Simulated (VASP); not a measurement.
# HC60N3 (a cell with a defect) in VASP: a series of runs

The runs below take HC60N3 (a cell with a defect) through single point, with PBE, LDA, r2SCAN.

Everything below comes from runs of VASP 6.6.1. Logs are shortened: lines on timing, memory, paths and dates and some standing lists are left out, and cuts for length are marked.

### 1 The structure

The cell holds a defect, 64 atoms: a = 7.140 Å, b = 7.140 Å, c = 7.140 Å, α = 90.00°, β = 90.00°, γ = 90.00°.

The cell was built by a generator and needn't be a form met in nature.

### 2 Single point, PBE

Contents of INCAR:

```
SYSTEM = HC60N3
PREC = Accurate ; ENCUT = 520
EDIFF = 1E-6 ; ISMEAR = 0
SIGMA = 0.03 ; LREAL = .FALSE.
LASPH = .TRUE. ; NELM = 60
ALGO = Normal ; ISIF = 2
LWAVE = .FALSE. ; LCHARG = .TRUE.
GGA = PE ; LELF = .TRUE.
LVHAR = .TRUE. ; NBANDS = 166
```

Contents of KPOINTS:

```
regular mesh
0
G
  2 2 2
  0 0 0
```

Contents of POSCAR:

```
HC60N3
1.0
    7.1400000000      0.0000000000      0.0000000000
    0.0000000000      7.1400000000      0.0000000000
    0.0000000000      0.0000000000      7.1400000000
H C N
1 60 3
Direct
    0.5043133100      0.5043133100      0.5043133100
    0.6319130000      0.6319130000      0.6319130000
    0.5014860000      0.7507060000      0.7507060000
    0.7507060000      0.5014860000      0.7507060000
    0.7507060000      0.7507060000      0.5014860000
    0.4950870000      0.2505090000      0.7494590000
    0.4950870000      0.7494590000      0.2505090000
    0.2505090000      0.4950870000      0.7494590000
    0.7494590000      0.4950870000      0.2505090000
    0.2505090000      0.7494590000      0.4950870000
    0.7494590000      0.2505090000      0.4950870000
    0.6235760000      0.3759650000      0.8734240000
    0.6235760000      0.8734240000      0.3759650000
    0.3759650000      0.6235760000      0.8734240000
    0.8734240000      0.6235760000      0.3759650000
    0.3759650000      0.8734240000      0.6235760000
    0.8734240000      0.3759650000      0.6235760000
    0.5050870000      0.2510410000      0.2510410000
    0.2510410000      0.5050870000      0.2510410000
    0.2510410000      0.2510410000      0.5050870000
    0.1273950000      0.6227350000      0.6227350000
    0.6227350000      0.1273950000      0.6227350000
    0.6227350000      0.6227350000      0.1273950000
    0.9999620000      0.4999560000      0.4999560000
    0.4999560000      0.9999620000      0.4999560000
    0.4999560000      0.4999560000      0.9999620000
    0.1278200000      0.3773090000      0.3773090000
    0.3773090000      0.1278200000      0.3773090000
    0.3773090000      0.3773090000      0.1278200000
    0.6239330000      0.8758650000      0.8758650000
    0.8758650000      0.6239330000      0.8758650000
    0.8758650000      0.8758650000      0.6239330000
    0.0011195000      0.7494200000      0.7494200000
    0.7494200000      0.0011195000      0.7494200000
    0.7494200000      0.7494200000      0.0011195000
    0.1237350000      0.3750450000      0.8761320000
    0.1237350000      0.8761320000      0.3750450000
    0.3750450000      0.1237350000      0.8761320000
    0.8761320000      0.1237350000      0.3750450000
    0.3750450000      0.8761320000      0.1237350000
    0.8761320000      0.3750450000      0.1237350000
    0.9987500000      0.2495250000      0.7493430000
    0.9987500000      0.7493430000      0.2495250000
    0.2495250000      0.9987500000      0.7493430000
    0.7493430000      0.9987500000      0.2495250000
    0.2495250000      0.7493430000      0.9987500000
    0.7493430000      0.2495250000      0.9987500000
    0.1237820000      0.1237820000      0.6246850000
    0.1237820000      0.6246850000      0.1237820000
    0.6246850000      0.1237820000      0.1237820000
    0.0017403000      0.2503660000      0.2503660000
    0.2503660000      0.0017403000      0.2503660000
    0.2503660000      0.2503660000      0.0017403000
    0.1249420000      0.8743930000      0.8743930000
    0.8743930000      0.1249420000      0.8743930000
    0.8743930000      0.8743930000      0.1249420000
    0.9999680000      0.9999680000      0.4998950000
    0.9999680000      0.4998950000      0.9999680000
    0.4998950000      0.9999680000      0.9999680000
    0.1254050000      0.1254050000      0.1254050000
    0.9997840000      0.9997840000      0.9997840000
    0.6351560000      0.3648080000      0.3648080000
    0.3648080000      0.6351560000      0.3648080000
    0.3648080000      0.3648080000      0.6351560000
```

Potentials or basis: VASP PAW PBE potentials, release 64 (H, C, N).

On the command line:

```bash
cat potpaw_PBE.64/H/POTCAR potpaw_PBE.64/C/POTCAR potpaw_PBE.64/N/POTCAR > POTCAR
mpirun -np 1 vasp_std > vasp.out
```

OUTCAR:

```text
SYSTEM = HC60N3
   PREC = Accurate
   ENCUT = 520
   EDIFF = 1E-6
   ISMEAR = 0
   LREAL = .FALSE.
   LASPH = .TRUE.
   NELM = 60
   ISIF = 2
   GGA = PE

 ion  position               nearest neighbor table
   1  0.504  0.504  0.504-
   2  0.632  0.632  0.632-   3 1.52   4 1.52   5 1.52
   3  0.501  0.751  0.751-   2 1.52  30 1.54  16 1.55  14 1.55
   4  0.751  0.501  0.751-   2 1.52  31 1.54  17 1.55  12 1.55
   5  0.751  0.751  0.501-   2 1.52  32 1.54  15 1.55  13 1.55
   6  0.495  0.251  0.749-  64 1.48  38 1.54  22 1.56  12 1.56
   7  0.495  0.749  0.251-  63 1.48  40 1.54  23 1.56  13 1.56
   8  0.251  0.495  0.749-  64 1.48  36 1.54  21 1.56  14 1.56
[... 51 lines left out ...]
  60  0.125  0.125  0.125-  51 1.54  52 1.54  53 1.54  61 1.55
  61  1.000  1.000  1.000-  54 1.55  55 1.55  56 1.55  60 1.55
  62  0.635  0.365  0.365-  18 1.48  11 1.48   9 1.48
  63  0.365  0.635  0.365-  19 1.48  10 1.48   7 1.48
  64  0.365  0.365  0.635-  20 1.48   8 1.48   6 1.48

  LATTYP: Found a simple cubic cell.
 ALAT       =     7.1400000000

  Lattice vectors:

 A1 = (   7.1400000000,   0.0000000000,   0.0000000000)
 A2 = (   0.0000000000,   7.1400000000,   0.0000000000)
 A3 = (   0.0000000000,   0.0000000000,   7.1400000000)

Analysis of symmetry for initial positions (statically):
=====================================================================
 Subroutine PRICEL returns:
 Original cell was already a primitive cell.

 Routine SETGRP: Setting up the symmetry group for a
 simple cubic supercell.

 Subroutine GETGRP returns: Found  6 space group operations
 (whereof  6 operations were pure point group operations)
 out of a pool of 48 trial point group operations.

The static configuration has the point symmetry C_3v.

Analysis of symmetry for dynamics (positions and initial velocities):
=====================================================================
 Subroutine PRICEL returns:
 Original cell was already a primitive cell.

 Routine SETGRP: Setting up the symmetry group for a
 simple cubic supercell.

 Subroutine GETGRP returns: Found  6 space group operations
 (whereof  6 operations were pure point group operations)
 out of a pool of 48 trial point group operations.

The dynamic configuration has the point symmetry C_3v.

 Subroutine INISYM returns: Found  6 space group operations
 (whereof  6 operations are pure point group operations),
 and found     1 'primitive' translations

----------------------------------------------------------------------------------------

[... 204 lines left out ...]
   TEBEG  =    0.0;   TEEND  =   0.0 temperature during run
   PSTRESS=    0.0 pullay stress
   NELECT =     256.0000    total number of electrons
   NUPDOWN=      -1.0000    fix difference up-down
   EMIN   =  10.00;   EMAX   =-10.00  energy-range for DOS
   EFERMI =   0.00;   METHOD = LEGACY
   ISMEAR =     0;   SIGMA  =   0.03  broadening in eV -4-tet -1-fermi 0-gaus
   EFERMI_NEDOS =   21; number of points for ismear=-14 and -15
   IALGO  =     38    algorithm
   IMIX   =      4    mixing-type and parameters
     AMIX     =   0.40;   BMIX     =  1.00
     AMIX_MAG =   1.60;   BMIX_MAG =  1.00
  volume/ion in A,a.u.               =       5.69        38.38
  Fermi-wavevector in a.u.,A,eV,Ry     =   1.455872  2.751200 28.838420  2.119564
  Thomas-Fermi vector in A             =   2.572856
   LORBIT       =      0    0 simple, 1 ext, 2 COOP (PROOUT), +10 PAW based schemes
   GGA     = PE    functional components
   LHFCALC =     F    Hartree Fock is set to
   AEXX    =    0.0000 exact exchange contribution
   IVDW    =     0    specifies the selected vdW correction
   LEPSILON=     F    determine dielectric tensor
   LRPA    =     F    only Hartree local field effects (RPA)
 non-spin polarized calculation
 Gauss-broadening in eV      SIGMA  =   0.03
  energy-cutoff  :      520.00
  volume of cell :      363.99
 maximum number of plane-waves:      9808
 NGX is ok and might be reduce to    54
   NGX = 27   NGY = 27   NGZ = 27

 number of electron     256.0000003 magnetization

 Free energy of the ion-electron system (eV)
  ---------------------------------------------------
  ext. energy  EPLUGINS =         0.00000000
  ---------------------------------------------------
  free energy    TOTEN  =      -568.85582385 eV

  energy without entropy =     -568.85582385  energy(sigma->0) =     -568.85582385

 E-fermi :  10.9521     XC(G=0): -13.1803

 val. band max:       10.7764617696   @ k =   0.0000   0.0000   0.0000
 cond. band min:      13.4829035946   @ k =   0.5000   0.0000   0.0000
 fundamental gap:      2.7064418250
 Fermi energy:        10.9520657734

 k-point     1 :       0.0000    0.0000    0.0000
  band No.  band energies     occupation
      1     -12.3023      2.00000
      2     -10.7449      2.00000
      3     -10.7449      2.00000
      4     -10.2424      2.00000
      5      -9.7603      2.00000
      6      -9.7603      2.00000
[... 561 lines left out ...]
    139      15.4698      0.00000
    140      15.4837      0.00000
 [bands above 140 left out]

------------------------ aborting loop because EDIFF is reached ----------------------------------------

  FORCE on cell =-STRESS in cart. coord.  units (eV):
  Direction    XX          YY          ZZ          XY          YZ          ZX
  --------------------------------------------------------------------------------------
  -------------------------------------------------------------------------------------
  Total        0.9313429      0.9313429      0.9313429     -1.8227629     -1.8227629     -1.8227629
  in kB        4.0994495      4.0994495      4.0994495     -8.0231725     -8.0231725     -8.0231725
  external PRESSURE =       4.0994495 kB  Pullay stress =       0.0000000 kB

 VOLUME and BASIS-vectors are now :
 -----------------------------------------------------------------------------
  energy-cutoff  :      520.00
  volume of cell :      363.99
      direct lattice vectors                 reciprocal lattice vectors
     7.140000000  0.000000000  0.000000000     0.140056022  0.000000000  0.000000000
     0.000000000  7.140000000  0.000000000     0.000000000  0.140056022  0.000000000
     0.000000000  0.000000000  7.140000000     0.000000000  0.000000000  0.140056022

 POSITION                                       TOTAL-FORCE (eV/Angst)
 -----------------------------------------------------------------------------------
      3.60080      3.60080      3.60080         2.161756      2.161756      2.161756
      4.51186      4.51186      4.51186        -1.414535     -1.414535     -1.414535
      3.58061      5.36004      5.36004         0.280514     -0.431949     -0.431949
      5.36004      3.58061      5.36004        -0.431949      0.280514     -0.431949
      5.36004      5.36004      3.58061        -0.431949     -0.431949      0.280514
      3.53492      1.78863      5.35114         0.223903     -0.055529      0.106472
[... 56 lines left out ...]
      2.60473      4.53501      2.60473        -0.013801     -0.363361     -0.013801
      2.60473      2.60473      4.53501        -0.013801     -0.013801     -0.363361
 -----------------------------------------------------------------------------------
    total drift:                                0.000137      0.000137      0.000133

  FREE ENERGIE OF THE ION-ELECTRON SYSTEM (eV)
  ---------------------------------------------------
  free  energy   TOTEN  =      -568.8558238493 eV

  energy  without entropy=     -568.8558238493  energy(sigma->0) =     -568.85582385
```

Run time: 10 min. Hardware: 1 thread of Intel Xeon Platinum 8488C (Sapphire Rapids), shared host; peak memory 0.48 GiB.

What came out:

```yaml
Free_energy: -568.8558 eV
Pressure: 0.4 GPa
Largest_force: 3.744 eV/Å
Band_gap_on_the_k_mesh: 2.71 eV, indirect (least direct gap 2.74 eV)
```

Forces in eV/Å, atoms in the order of the input:
```
H    2.162  2.162  2.162
C   -1.415 -1.415 -1.415
C    0.281 -0.432 -0.432
C   -0.432  0.281 -0.432
C   -0.432 -0.432  0.281
C    0.224 -0.056  0.106
C    0.224  0.106 -0.056
C   -0.056  0.224  0.106
C    0.106  0.224 -0.056
C   -0.056  0.106  0.224
C    0.106 -0.056  0.224
C    0.055  0.039  0.001
C    0.055  0.001  0.039
C    0.039  0.055  0.001
C    0.001  0.055  0.039
C    0.039  0.001  0.055
C    0.001  0.039  0.055
C   -0.040 -0.232 -0.232
C   -0.232 -0.040 -0.232
C   -0.232 -0.232 -0.040
C   -0.006 -0.028 -0.028
C   -0.028 -0.006 -0.028
C   -0.028 -0.028 -0.006
C   -0.059  0.004  0.004
C    0.004 -0.059  0.004
C    0.004  0.004 -0.059
C   -0.004  0.032  0.032
C    0.032 -0.004  0.032
C    0.032  0.032 -0.004
C   -0.085  0.094  0.094
C    0.094 -0.085  0.094
C    0.094  0.094 -0.085
C   -0.031  0.008  0.008
C    0.008 -0.031  0.008
C    0.008  0.008 -0.031
C    0.018 -0.054 -0.042
C    0.018 -0.042 -0.054
C   -0.054  0.018 -0.042
C   -0.042  0.018 -0.054
C   -0.054 -0.042  0.018
C   -0.042 -0.054  0.018
C   -0.009 -0.024 -0.041
C   -0.009 -0.041 -0.024
C   -0.024 -0.009 -0.041
C   -0.041 -0.009 -0.024
C   -0.024 -0.041 -0.009
C   -0.041 -0.024 -0.009
C    0.031  0.031  0.019
C    0.031  0.019  0.031
C    0.019  0.031  0.031
C    0.018 -0.012 -0.012
C   -0.012  0.018 -0.012
C   -0.012 -0.012  0.018
C    0.009 -0.002 -0.002
C   -0.002  0.009 -0.002
C   -0.002 -0.002  0.009
C    0.051  0.051  0.103
C    0.051  0.103  0.051
C    0.103  0.051  0.051
C   -0.013 -0.013 -0.013
C   -0.011 -0.011 -0.011
N   -0.363 -0.014 -0.014
N   -0.014 -0.363 -0.014
N   -0.014 -0.014 -0.363
```

Caveat: the k mesh is coarse (spacing up to 0.44 Å⁻¹), so the values aren't converged.

### 3 Single point, LDA

INCAR: that of step 2 with these lines changed.

```diff
@@ -7,3 +7,3 @@
 LWAVE = .FALSE. ; LCHARG = .TRUE.
-GGA = PE ; LELF = .TRUE.
-LVHAR = .TRUE. ; NBANDS = 166
+LELF = .TRUE. ; LVHAR = .TRUE.
+NBANDS = 166
```

KPOINTS is that of step 2.

POSCAR is that of step 2.

Potentials or basis: VASP PAW LDA potentials, release 64 (H, C, N).

On the command line:

```bash
cat potpaw_LDA.64/H/POTCAR potpaw_LDA.64/C/POTCAR potpaw_LDA.64/N/POTCAR > POTCAR
mpirun -np 1 vasp_std > vasp.out
```

OUTCAR:

```text
SYSTEM = HC60N3
   PREC = Accurate
   ENCUT = 520
   EDIFF = 1E-6
   ISMEAR = 0
   LREAL = .FALSE.
   LASPH = .TRUE.
   NELM = 60
   ISIF = 2

 ion  position               nearest neighbor table
   1  0.504  0.504  0.504-
   2  0.632  0.632  0.632-   3 1.52   4 1.52   5 1.52
   3  0.501  0.751  0.751-   2 1.52  30 1.54  16 1.55  14 1.55
   4  0.751  0.501  0.751-   2 1.52  31 1.54  17 1.55  12 1.55
   5  0.751  0.751  0.501-   2 1.52  32 1.54  15 1.55  13 1.55
   6  0.495  0.251  0.749-  64 1.48  38 1.54  22 1.56  12 1.56
   7  0.495  0.749  0.251-  63 1.48  40 1.54  23 1.56  13 1.56
[... 932 lines left out ...]
  Total      -30.8764875    -30.8764875    -30.8764875     -1.7051372     -1.7051372     -1.7051372
  in kB     -135.9076293   -135.9076293   -135.9076293     -7.5054249     -7.5054249     -7.5054249
  external PRESSURE =    -135.9076293 kB  Pullay stress =       0.0000000 kB

 VOLUME and BASIS-vectors are now :
 -----------------------------------------------------------------------------
  energy-cutoff  :      520.00
  volume of cell :      363.99
      direct lattice vectors                 reciprocal lattice vectors
     7.140000000  0.000000000  0.000000000     0.140056022  0.000000000  0.000000000
     0.000000000  7.140000000  0.000000000     0.000000000  0.140056022  0.000000000
     0.000000000  0.000000000  7.140000000     0.000000000  0.000000000  0.140056022

 POSITION                                       TOTAL-FORCE (eV/Angst)
 -----------------------------------------------------------------------------------
      3.60080      3.60080      3.60080         2.035192      2.035192      2.035192
      4.51186      4.51186      4.51186        -1.212772     -1.212772     -1.212772
      3.58061      5.36004      5.36004         0.285522     -0.432950     -0.432950
      5.36004      3.58061      5.36004        -0.432950      0.285522     -0.432950
      5.36004      5.36004      3.58061        -0.432950     -0.432950      0.285522
      3.53492      1.78863      5.35114         0.166367      0.012336      0.036172
[... 56 lines left out ...]
      2.60473      4.53501      2.60473        -0.178741     -0.204382     -0.178741
      2.60473      2.60473      4.53501        -0.178741     -0.178741     -0.204382
 -----------------------------------------------------------------------------------
    total drift:                               -0.000100     -0.000100     -0.000102

  FREE ENERGIE OF THE ION-ELECTRON SYSTEM (eV)
  ---------------------------------------------------
  free  energy   TOTEN  =      -633.8423233279 eV

  energy  without entropy=     -633.8423233279  energy(sigma->0) =     -633.84232333
```

stdout:

```text
POSCAR found type information on POSCAR H C N
 POSCAR found :  3 types and      64 ions
 scaLAPACK will be used
 -----------------------------------------------------------------------------
|                                                                             |
|                                                                             |
|     You have a (more or less) 'large supercell' and for larger cells it     |
|     might be more efficient to use real-space projection operators.         |
|     Therefore, try LREAL= Auto in the INCAR file.                           |
|     Mind: For very accurate calculation, you might also keep the            |
|     reciprocal projection scheme (i.e. LREAL=.FALSE.).                      |
|                                                                             |
 -----------------------------------------------------------------------------

 LDA part: xc-table for (Slater(with rela. corr.)+CA(PZ))
 , standard interpolation
 POSCAR, INCAR and KPOINTS ok, starting setup
 FFT: planning ... GRIDC
 FFT: planning ... GRID_SOFT
 FFT: planning ... GRID
 WAVECAR not read
 entering main loop
```

Run time: 8.8 min. Hardware: 1 thread of Intel Xeon Platinum 8488C (Sapphire Rapids), shared host; peak memory 0.41 GiB.

Results:

```
Free energy            : -633.8423 eV
Pressure               : -13.6 GPa
Largest force          : 3.525 eV/Å
Band gap on the k mesh : 2.63 eV, indirect (least direct gap 2.66 eV)
```

Forces in eV/Å, atoms in the order of the input:
```
H    2.035  2.035  2.035
C   -1.213 -1.213 -1.213
C    0.286 -0.433 -0.433
C   -0.433  0.286 -0.433
C   -0.433 -0.433  0.286
C    0.166  0.012  0.036
C    0.166  0.036  0.012
C    0.012  0.166  0.036
C    0.036  0.166  0.012
C    0.012  0.036  0.166
C    0.036  0.012  0.166
C    0.056  0.038  0.012
C    0.056  0.012  0.038
C    0.038  0.056  0.012
C    0.012  0.056  0.038
C    0.038  0.012  0.056
C    0.012  0.038  0.056
C    0.020 -0.160 -0.160
C   -0.160  0.020 -0.160
C   -0.160 -0.160  0.020
C   -0.017 -0.028 -0.028
C   -0.028 -0.017 -0.028
C   -0.028 -0.028 -0.017
C   -0.056  0.004  0.004
C    0.004 -0.056  0.004
C    0.004  0.004 -0.056
C   -0.013  0.032  0.032
C    0.032 -0.013  0.032
C    0.032  0.032 -0.013
C   -0.086  0.098  0.098
C    0.098 -0.086  0.098
C    0.098  0.098 -0.086
C   -0.031  0.009  0.009
C    0.009 -0.031  0.009
C    0.009  0.009 -0.031
C    0.021 -0.056 -0.044
C    0.021 -0.044 -0.056
C   -0.056  0.021 -0.044
C   -0.044  0.021 -0.056
C   -0.056 -0.044  0.021
C   -0.044 -0.056  0.021
C   -0.009 -0.024 -0.042
C   -0.009 -0.042 -0.024
C   -0.024 -0.009 -0.042
C   -0.042 -0.009 -0.024
C   -0.024 -0.042 -0.009
C   -0.042 -0.024 -0.009
C    0.032  0.032  0.024
C    0.032  0.024  0.032
C    0.024  0.032  0.032
C    0.016 -0.014 -0.014
C   -0.014  0.016 -0.014
C   -0.014 -0.014  0.016
C    0.009 -0.002 -0.002
C   -0.002  0.009 -0.002
C   -0.002 -0.002  0.009
C    0.051  0.051  0.104
C    0.051  0.104  0.051
C    0.104  0.051  0.051
C   -0.012 -0.012 -0.012
C   -0.011 -0.011 -0.011
N   -0.204 -0.179 -0.179
N   -0.179 -0.204 -0.179
N   -0.179 -0.179 -0.204
```

Levels at points of the mesh, in eV from the valence-band top:
```csv
k point,band 125,band 126,band 127,band 128,band 129,band 130,band 131,band 132
"(0.00, 0.00, 0.00)",-1.99,-1.13,-1.13,0.00,2.66,2.87,2.87,3.11
"(0.50, 0.00, 0.00)",-2.70,-1.99,-1.87,-0.30,2.63,2.77,3.65,4.03
"(0.50, 0.50, 0.00)",-2.15,-2.13,-1.53,-0.23,3.95,3.99,4.21,4.39
"(0.50, 0.50, 0.50)",-2.90,-1.72,-1.72,-0.08,3.85,3.85,4.03,4.38
```

Caveat: the k mesh is coarse (spacing up to 0.44 Å⁻¹), so the values aren't converged.

[end of part 1 of 2]
